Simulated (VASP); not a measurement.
# SnTe (Fm-3m) in VASP: notebook

Aim: see how the results for SnTe move with the level of theory and the settings. Levels: PBE, LDA. Tasks: relaxation of cell and atoms.

All numbers are computed with VASP 6.6.1; they aren't measurements. Logs are shortened: lines on timing, memory, paths and dates and some standing lists are left out, and cuts for length are marked.

## (1) The crystal as given

Symmetry: Fm-3m, No. 225, cubic system. Conventional cell: a = 6.302 Å, b = 6.302 Å, c = 6.302 Å, α = 90.00°, β = 90.00°, γ = 90.00°. Sn (site symmetry m-3m) is surrounded by 6 Te at 3.15 Å. Around Te (site symmetry m-3m) lie 6 Sn at 3.15 Å.

## (2) Relaxation of cell and atoms, PBE

Contents of INCAR:

```
SYSTEM = SnTe
PREC = Accurate
ENCUT = 600
EDIFF = 1E-6
ISMEAR = 0
SIGMA = 0.03
LREAL = .FALSE.
LASPH = .TRUE.
NELM = 80
ALGO = Normal
ISIF = 3
LWAVE = .FALSE.
LCHARG = .FALSE.
GGA = PE
IBRION = 2
NSW = 90
EDIFFG = -0.01
```

Contents of KPOINTS:

```
regular mesh
0
G
  10 10 10
  0 0 0
```

Contents of POSCAR:

```
SnTe
1.0
    0.0000000000      3.1508500000      3.1508500000
    3.1508500000      0.0000000000      3.1508500000
    3.1508500000      3.1508500000      0.0000000000
Sn Te
1 1
Direct
    0.0000000000      0.0000000000      0.0000000000
    0.5000000000      0.5000000000      0.5000000000
```

Potentials or basis: VASP PAW PBE potentials, release 64 (Sn_d, Te).

On the command line:

```sh
$ cat potpaw_PBE.64/Sn_d/POTCAR potpaw_PBE.64/Te/POTCAR > POTCAR
$ mpirun -np 1 vasp_std > vasp.out
```

OUTCAR:

```text
SYSTEM = SnTe
   PREC = Accurate
   ENCUT = 600
   EDIFF = 1E-6
   ISMEAR = 0
   LREAL = .FALSE.
   LASPH = .TRUE.
   NELM = 80
   ISIF = 3
   GGA = PE
   IBRION = 2
   NSW = 90
   EDIFFG = -0.01

 ion  position               nearest neighbor table
   1  0.000  0.000  0.000-   2 3.15   2 3.15   2 3.15   2 3.15   2 3.15   2 3.15
   2  0.500  0.500  0.500-   1 3.15   1 3.15   1 3.15   1 3.15   1 3.15   1 3.15

  LATTYP: Found a face centered cubic cell.
 ALAT       =     6.3017000000

  Lattice vectors:

 A1 = (   0.0000000000,   3.1508500000,   3.1508500000)
 A2 = (   3.1508500000,   0.0000000000,   3.1508500000)
 A3 = (   3.1508500000,   3.1508500000,   0.0000000000)

Analysis of symmetry for initial positions (statically):
=====================================================================
 Subroutine PRICEL returns:
 Original cell was already a primitive cell.

 Routine SETGRP: Setting up the symmetry group for a
 face centered cubic supercell.

 Subroutine GETGRP returns: Found 48 space group operations
 (whereof 48 operations were pure point group operations)
 out of a pool of 48 trial point group operations.

The static configuration has the point symmetry O_h .

Analysis of symmetry for dynamics (positions and initial velocities):
=====================================================================
 Subroutine PRICEL returns:
 Original cell was already a primitive cell.

 Routine SETGRP: Setting up the symmetry group for a
 face centered cubic supercell.

 Subroutine GETGRP returns: Found 48 space group operations
 (whereof 48 operations were pure point group operations)
 out of a pool of 48 trial point group operations.

The dynamic configuration has the point symmetry O_h .

 Subroutine INISYM returns: Found 48 space group operations
 (whereof 48 operations are pure point group operations),
 and found     1 'primitive' translations

----------------------------------------------------------------------------------------

                                     Primitive cell

  volume of cell :      62.5624

  direct lattice vectors                    reciprocal lattice vectors
     0.000000000  3.150850000  3.150850000    -0.158687338  0.158687338  0.158687338
     3.150850000  0.000000000  3.150850000     0.158687338 -0.158687338  0.158687338
     3.150850000  3.150850000  0.000000000     0.158687338  0.158687338 -0.158687338

  length of vectors
     4.455974803  4.455974803  4.455974803     0.274854533  0.274854533  0.274854533

  position of ions in fractional coordinates (direct lattice)
     0.000000000  0.000000000  0.000000000
     0.500000000  0.500000000  0.500000000

[... 102 lines left out ...]
   LHFCALC =     F    Hartree Fock is set to
   AEXX    =    0.0000 exact exchange contribution
   IVDW    =     0    specifies the selected vdW correction
   LEPSILON=     F    determine dielectric tensor
   LRPA    =     F    only Hartree local field effects (RPA)
 conjugate gradient relaxation of ions
 non-spin polarized calculation
 Gauss-broadening in eV      SIGMA  =   0.03
  energy-cutoff  :      600.00
  volume of cell :       62.56
 maximum number of plane-waves:      2108
   NGX = 17   NGY = 17   NGZ = 17

--------------------------------------- Ionic step        1  -------------------------------------------

 number of electron      19.9999998 magnetization

 Free energy of the ion-electron system (eV)
  ---------------------------------------------------
  ext. energy  EPLUGINS =         0.00000000
  ---------------------------------------------------
  free energy    TOTEN  =        -7.54259909 eV

  energy without entropy =       -7.54258830  energy(sigma->0) =       -7.54259370

------------------------ aborting loop because EDIFF is reached ----------------------------------------

  FORCE on cell =-STRESS in cart. coord.  units (eV):
  Direction    XX          YY          ZZ          XY          YZ          ZX
  --------------------------------------------------------------------------------------
  -------------------------------------------------------------------------------------
  Total        0.8728491      0.8728491      0.8728491      0.0000000      0.0000000      0.0000000
  in kB       22.3530388     22.3530388     22.3530388      0.0000000      0.0000000      0.0000000
  external PRESSURE =      22.3530388 kB  Pullay stress =       0.0000000 kB
[... 59 lines left out ...]
--------------------------------------- Ionic step        3  -------------------------------------------

 number of electron      20.0000005 magnetization

 Free energy of the ion-electron system (eV)
  ---------------------------------------------------
  ext. energy  EPLUGINS =         0.00000000
  ---------------------------------------------------
  free energy    TOTEN  =        -7.56475839 eV

  energy without entropy =       -7.56469469  energy(sigma->0) =       -7.56472654

 E-fermi :   6.3495     XC(G=0):  -9.2646

 val. band max:        6.3234219291   @ k =   0.5000   0.0000   0.0000
 cond. band min:       6.3755271943   @ k =   0.5000   0.0000   0.0000
 fundamental gap:      0.0521052651
 Fermi energy:         6.3494745617

 k-point     1 :       0.0000    0.0000    0.0000
  band No.  band energies     occupation
      1     -15.5566      2.00000
      2     -15.5566      2.00000
      3     -15.5536      2.00000
      4     -15.5536      2.00000
      5     -15.5536      2.00000
      6      -6.1025      2.00000
      7       1.4578      2.00000
      8       4.3250      2.00000
      9       4.3250      2.00000
     10       4.3250      2.00000
     11       9.5697      0.00000
     12       9.5697      0.00000
     13       9.5697      0.00000
     14      11.1735      0.00000
[... 377 lines left out ...]
      1     -15.5661      2.00000
      2     -15.5554      2.00000
      3     -15.5542      2.00000
      4     -15.5471      2.00000
      5     -15.5468      2.00000
      6      -5.0291      2.00000
      7      -0.4585      2.00000
      8       2.6027      2.00000
      9       3.1565      2.00000
     10       3.3225      2.00000
     11       9.2048      0.00000
     12      10.0008      0.00000
     13      10.1354      0.00000
     14      10.4318      0.00000

 [... further k-points ...]

------------------------ aborting loop because EDIFF is reached ----------------------------------------

  FORCE on cell =-STRESS in cart. coord.  units (eV):
  Direction    XX          YY          ZZ          XY          YZ          ZX
  --------------------------------------------------------------------------------------
  -------------------------------------------------------------------------------------
  Total       -0.0042807     -0.0042807     -0.0042807      0.0000000      0.0000000      0.0000000
  in kB       -0.1041459     -0.1041459     -0.1041459      0.0000000      0.0000000      0.0000000
  external PRESSURE =      -0.1041459 kB  Pullay stress =       0.0000000 kB
[... 17 lines left out ...]
  FREE ENERGIE OF THE ION-ELECTRON SYSTEM (eV)
  ---------------------------------------------------
  free  energy   TOTEN  =        -7.5647583892 eV

  energy  without entropy=       -7.5646946934  energy(sigma->0) =       -7.56472654

 reached required accuracy - stopping structural energy minimisation
```

OSZICAR:

```text
N       E                     dE             d eps       ncg     rms          rms(c)
DAV:   1     0.129444452295E+03    0.12944E+03   -0.10426E+04  1322   0.180E+03
DAV:   2     0.362238000377E+01   -0.12582E+03   -0.12326E+03  1352   0.393E+02
DAV:   3    -0.728766160040E+01   -0.10910E+02   -0.10833E+02  1718   0.101E+02
DAV:   4    -0.758057515546E+01   -0.29291E+00   -0.29278E+00  1498   0.183E+01
[... 20 lines left out ...]
DAV:   2    -0.756892620567E+01    0.16638E-01   -0.28485E-02  1598   0.284E+00    0.352E-01
DAV:   3    -0.756490554335E+01    0.40207E-02   -0.12330E-02  1624   0.170E+00    0.738E-02
DAV:   4    -0.756480795817E+01    0.97585E-04   -0.31779E-04  1386   0.189E-01    0.646E-02
DAV:   5    -0.756475890184E+01    0.49056E-04   -0.54194E-05  1930   0.609E-02    0.161E-02
DAV:   6    -0.756475838920E+01    0.51264E-06   -0.41744E-06  1208   0.351E-02
   3 F= -.75647584E+01 E0= -.75647265E+01  d E =-.221593E-01
```

Run time: 53 s. Hardware: 1 thread of Intel Xeon Platinum 8488C (Sapphire Rapids), shared host; peak memory 0.25 GiB.

Results:

- Free energy: -7.5648 eV
- Relaxed volume: 32.93 Å³/atom
- Relaxed cell: a = 4.533 Å, b = 4.533 Å, c = 4.533 Å, α = 60.00°, β = 60.00°, γ = 60.00°
- Space group after relaxing (to 0.05 Å): Fm-3m (No. 225)
- Energy gained by relaxing: 11.1 meV/atom
- Ionic steps: 3
- Pressure after relaxing: 0.0 GPa
- Band gap on the k mesh: 0.05 eV, direct

The path:
```tsv
step	energy change (eV)	largest force (eV/Å)	pressure (GPa)	volume (Å³)
1	0.0000	0.0000	2.24	62.56
2	-0.0211	0.0000	-0.43	66.60
3	-0.0222	0.0000	-0.01	65.85
```

Final structure:
```yaml
crystal:
  lattice:
    - [0.00000, 3.20518, 3.20518]
    - [3.20518, 0.00000, 3.20518]
    - [3.20518, 3.20518, 0.00000]
  atoms:
    - { symbol: Sn, position: [0.00000, 0.00000, 0.00000] }
    - { symbol: Te, position: [0.50000, 0.50000, 0.50000] }
```

Levels at points of the mesh, in eV from the valence-band top:
| k point | band 7 | band 8 | band 9 | band 10 | band 11 | band 12 | band 13 | band 14 |
| --- | --- | --- | --- | --- | --- | --- | --- | --- |
| (0.00, 0.00, 0.00) | -4.87 | -2.00 | -2.00 | -2.00 | 3.25 | 3.25 | 3.25 | 4.85 |
| (0.50, 0.00, 0.00) | -8.06 | -1.67 | -1.67 | 0.00 | 0.05 | 0.45 | 0.45 | 7.67 |
| (0.50, 0.50, 0.00) | -6.43 | -5.21 | -3.49 | -3.49 | 2.38 | 4.69 | 4.69 | 6.02 |

Caveat: spin-orbit coupling is left out, which moves the levels of the heavy elements.

## (3) Relaxation of cell and atoms, PBE

This run uses another cell than the first one, of 32.93 Å³/atom, 1.053 times its volume.

Edit INCAR of step 2 so:

```diff
@@ -3,3 +3,3 @@
 ENCUT = 600
-EDIFF = 1E-6
+EDIFF = 1E-7
 ISMEAR = 0
@@ -16,2 +16,2 @@
 NSW = 90
-EDIFFG = -0.01
+EDIFFG = -0.005
```

KPOINTS is that of step 2.

Contents of POSCAR:

```
SnTe                                    
1.0
    0.0000000000      3.2051809016      3.2051809016
    3.2051809016      0.0000000000      3.2051809016
    3.2051809016      3.2051809016      0.0000000000
  Sn              Te            
     1     1
Direct
     0.0000000000000000    0.0000000000000000    0.0000000000000000
     0.5000000000000000    0.5000000000000000    0.5000000000000000
```

Potentials or basis: VASP PAW PBE potentials, release 64 (Sn_d, Te).

On the command line:

```sh
$ cat potpaw_PBE.64/Sn_d/POTCAR potpaw_PBE.64/Te/POTCAR > POTCAR
$ mpirun -np 1 vasp_std > vasp.out
```

OUTCAR:

```text
SYSTEM = SnTe
   PREC = Accurate
   ENCUT = 600
   EDIFF = 1E-7
   ISMEAR = 0
   LREAL = .FALSE.
   LASPH = .TRUE.
   NELM = 80
   ISIF = 3
   GGA = PE
   IBRION = 2
   NSW = 90
   EDIFFG = -0.005

 ion  position               nearest neighbor table
   1  0.000  0.000  0.000-   2 3.21   2 3.21   2 3.21   2 3.21   2 3.21   2 3.21
   2  0.500  0.500  0.500-   1 3.21   1 3.21   1 3.21   1 3.21   1 3.21   1 3.21

  LATTYP: Found a face centered cubic cell.
 ALAT       =     6.4103618032

  Lattice vectors:

 A1 = (   0.0000000000,   3.2051809016,   3.2051809016)
 A2 = (   3.2051809016,   0.0000000000,   3.2051809016)
 A3 = (   3.2051809016,   3.2051809016,   0.0000000000)

Analysis of symmetry for initial positions (statically):
=====================================================================
 Subroutine PRICEL returns:
 Original cell was already a primitive cell.

 Routine SETGRP: Setting up the symmetry group for a
 face centered cubic supercell.

 Subroutine GETGRP returns: Found 48 space group operations
[... 181 lines left out ...]
      6      -6.1028      2.00000
      7       1.4573      2.00000
      8       4.3248      2.00000
      9       4.3248      2.00000
     10       4.3248      2.00000
     11       9.5695      0.00000
     12       9.5695      0.00000
     13       9.5695      0.00000
     14      11.1733      0.00000
[... 377 lines left out ...]
      1     -15.5673      2.00000
      2     -15.5566      2.00000
      3     -15.5554      2.00000
      4     -15.5483      2.00000
      5     -15.5480      2.00000
      6      -5.0293      2.00000
      7      -0.4588      2.00000
      8       2.6025      2.00000
      9       3.1564      2.00000
     10       3.3223      2.00000
     11       9.2045      0.00000
     12      10.0006      0.00000
     13      10.1352      0.00000
     14      10.4316      0.00000

 [... further k-points ...]

------------------------ aborting loop because EDIFF is reached ----------------------------------------

  FORCE on cell =-STRESS in cart. coord.  units (eV):
  Direction    XX          YY          ZZ          XY          YZ          ZX
  --------------------------------------------------------------------------------------
  -------------------------------------------------------------------------------------
  Total       -0.0002713     -0.0002713     -0.0002713      0.0000000      0.0000000      0.0000000
  in kB       -0.0065995     -0.0065995     -0.0065995      0.0000000      0.0000000      0.0000000
  external PRESSURE =      -0.0065995 kB  Pullay stress =       0.0000000 kB

 VOLUME and BASIS-vectors are now :
 -----------------------------------------------------------------------------
  energy-cutoff  :      600.00
  volume of cell :       65.85
      direct lattice vectors                 reciprocal lattice vectors
     0.000000000  3.205180902  3.205180902    -0.155997435  0.155997435  0.155997435
     3.205180902  0.000000000  3.205180902     0.155997435 -0.155997435  0.155997435
     3.205180902  3.205180902  0.000000000     0.155997435  0.155997435 -0.155997435

 POSITION                                       TOTAL-FORCE (eV/Angst)
 -----------------------------------------------------------------------------------
      0.00000      0.00000      0.00000         0.000000     -0.000000      0.000000
      3.20518      3.20518      3.20518        -0.000000      0.000000     -0.000000
 -----------------------------------------------------------------------------------
    total drift:                               -0.000000      0.000000      0.000000

  FREE ENERGIE OF THE ION-ELECTRON SYSTEM (eV)
  ---------------------------------------------------
  free  energy   TOTEN  =        -7.5650310708 eV

  energy  without entropy=       -7.5649673621  energy(sigma->0) =       -7.56499922

 reached required accuracy - stopping structural energy minimisation
```

OSZICAR:

```text
N       E                     dE             d eps       ncg     rms          rms(c)
DAV:   1     0.128087982992E+03    0.12809E+03   -0.10442E+04  1322   0.180E+03
DAV:   2     0.377372711403E+01   -0.12431E+03   -0.12185E+03  1376   0.387E+02
DAV:   3    -0.732346765575E+01   -0.11097E+02   -0.10978E+02  1700   0.102E+02
DAV:   4    -0.761866637313E+01   -0.29520E+00   -0.29503E+00  1484   0.181E+01
DAV:   5    -0.763153235357E+01   -0.12866E-01   -0.12866E-01  1938   0.361E+00    0.401E+00
DAV:   6    -0.756296943201E+01    0.68563E-01   -0.17493E-01  1614   0.308E+00    0.251E+00
DAV:   7    -0.756405439335E+01   -0.10850E-02   -0.57667E-02  1614   0.132E+00    0.868E-01
DAV:   8    -0.756492906431E+01   -0.87467E-03   -0.72817E-03  1412   0.822E-01    0.159E-01
DAV:   9    -0.756499880230E+01   -0.69738E-04   -0.68126E-04  1732   0.282E-01    0.445E-02
DAV:  10    -0.756502383985E+01   -0.25038E-04   -0.89758E-05  1364   0.818E-02    0.220E-02
DAV:  11    -0.756503189283E+01   -0.80530E-05   -0.38241E-05  1480   0.511E-02    0.197E-02
DAV:  12    -0.756503163261E+01    0.26022E-06   -0.24330E-06  1622   0.997E-03    0.107E-02
DAV:  13    -0.756503113591E+01    0.49670E-06   -0.40447E-07  1490   0.469E-03    0.304E-03
DAV:  14    -0.756503107076E+01    0.65148E-07   -0.38622E-07  1178   0.692E-03
   1 F= -.75650311E+01 E0= -.75649992E+01  d E =-.756503E+01
```

It took 35 s on 1 thread of Intel Xeon Platinum 8488C (Sapphire Rapids), shared host; peak memory 0.23 GiB.

What came out:

```
Free energy             : -7.5650 eV
Pressure after relaxing : 0.0 GPa
Band gap on the k mesh  : 0.05 eV, direct
```

Final structure:
```xyz
2
Lattice="0.0000 3.2052 3.2052 3.2052 0.0000 3.2052 3.2052 3.2052 0.0000" Properties=species:S:1:pos:R:3 pbc="T T T"
Sn    0.0000    0.0000    0.0000
Te    3.2052    3.2052    3.2052
```

Levels at points of the mesh, in eV from the valence-band top:
```csv
k point,band 8,band 9,band 10,band 11,band 12,band 13
"(0.00, 0.00, 0.00)",-2.00,-2.00,-2.00,3.25,3.25,3.25
"(0.50, 0.00, 0.00)",-1.67,-1.67,0.00,0.05,0.45,0.45
"(0.50, 0.50, 0.00)",-5.21,-3.49,-3.49,2.38,4.69,4.69
```

Caveat: the relaxation stopped at its first step, so nothing moved; spin-orbit coupling is left out, which moves the levels of the heavy elements.

## (4) Relaxation of cell and atoms, LDA

Contents of INCAR:

```
SYSTEM = SnTe
  PREC = Accurate
  ENCUT = 600
  EDIFF = 1E-6
  ISMEAR = 0
  SIGMA = 0.03
  LREAL = .FALSE.
  LASPH = .TRUE.
  NELM = 80
  ALGO = Normal
  ISIF = 3
  LWAVE = .FALSE.
  LCHARG = .FALSE.
  GGA = CA
  IBRION = 2
  NSW = 90
  EDIFFG = -0.01
```

KPOINTS is that of step 3.

Contents of POSCAR:

```
SnTe
1.0
    0.0000000000      3.1508500000      3.1508500000
    3.1508500000      0.0000000000      3.1508500000
    3.1508500000      3.1508500000      0.0000000000
Sn Te
1 1
Direct
    0.0000000000      0.0000000000      0.0000000000
    0.5000000000      0.5000000000      0.5000000000
```

Potentials or basis: VASP PAW LDA potentials, release 64 (Sn_d, Te).

On the command line:

```sh
$ cat potpaw_LDA.64/Sn_d/POTCAR potpaw_LDA.64/Te/POTCAR > POTCAR
$ mpirun -np 1 vasp_std > vasp.out
```

Wall time 85 s (1 thread of Intel Xeon Platinum 8259CL at 2.50GHz (Skylake/Cascade Lake), shared host); peak memory 0.2 GiB.

Results (log left out):

```
Free energy                            : -8.8326 eV
Relaxed volume                         : 30.36 Å³/atom
Relaxed cell                           : a = 4.412 Å, b = 4.412 Å, c = 4.412 Å, α = 60.00°, β = 60.00°, γ = 60.00°
Space group after relaxing (to 0.05 Å) : Fm-3m (No. 225)
Energy gained by relaxing              : 4.2 meV/atom
Ionic steps                            : 3
Pressure after relaxing                : 0.0 GPa
Band gap on the k mesh                 : 0.21 eV, direct
```

The path:
```
step  energy change (eV)  largest force (eV/Å)  pressure (GPa)  volume (Å³)
   1              0.0000                0.0000           -1.45        62.56
   2             -0.0073                0.0000            0.58        60.03
   3             -0.0085                0.0000            0.00        60.72
```

Final structure:
```
Sn Te
1.0
     0.00000    3.11957    3.11957
     3.11957    0.00000    3.11957
     3.11957    3.11957    0.00000
Sn Te
1 1
Direct
  0.00000 0.00000 0.00000
  0.50000 0.50000 0.50000
```

Levels at points of the mesh, in eV from the valence-band top:
| k point | band 7 | band 8 | band 9 | band 10 | band 11 | band 12 | band 13 | band 14 |
| --- | --- | --- | --- | --- | --- | --- | --- | --- |
| (0.00, 0.00, 0.00) | -4.60 | -2.14 | -2.14 | -2.14 | 3.42 | 3.42 | 3.42 | 4.79 |
| (0.50, 0.00, 0.00) | -8.48 | -1.77 | -1.77 | 0.00 | 0.21 | 0.36 | 0.36 | 7.87 |
| (0.50, 0.50, 0.00) | -6.51 | -5.71 | -3.80 | -3.80 | 2.13 | 5.07 | 5.07 | 6.60 |

Caveat: spin-orbit coupling is left out, which moves the levels of the heavy elements. Zero-point motion and thermal expansion aren't in these numbers.

(Part 1 of 2 ends here.)
